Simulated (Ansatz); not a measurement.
ZrO2:

```
Zr O
1.0
     3.59610    0.00000    0.00000
     0.00000    3.59610    0.00000
     0.00000    0.00000    5.17700
Zr O
2 4
Cartesian
  1.7980 1.7980 2.5885
  0.0000 0.0000 0.0000
  1.7980 0.0000 4.1261
  1.7980 0.0000 1.5376
  0.0000 1.7980 3.6394
  0.0000 1.7980 1.0509
```

Base run:

| Property | Result |
| --- | --- |
| Program | Ansatz 0.2.0 |
| Functional | r2SCAN |
| Potentials or basis | Ansatz PAW |
| Cutoff | 500 eV (not typed: the program's choice for these potentials) |
| k mesh | 7 × 7 × 5 |
| Occupations | fermi-dirac, width 0.05 eV |
| Spin | no spin polarisation |
| Hubbard terms | Zr d U = 4 eV |

Its results: band gap on the k mesh 5.50 eV, indirect (least direct gap 5.62 eV); pressure 6.8 GPa; largest force 0.216 eV/Å.

Question: After a change of settings the same cell gave: band gap on the k mesh 5.77 eV, indirect (least direct gap 5.89 eV); pressure 8.3 GPa; largest force 0.289 eV/Å. Which change was it?
A. hubbard terms from Zr d U = 4 eV to Zr d U = 1 eV
B. hubbard terms from Zr d U = 4 eV to none; hubbard projectors from ortho-atomic (the default) to none
C. hubbard terms from Zr d U = 4 eV to Zr d U = 5 eV

Answer: C.

Caveats: the PAW data sets come from PBE, with cores solved anew for the run's functional, which leaves a small shift of forces and pressure.
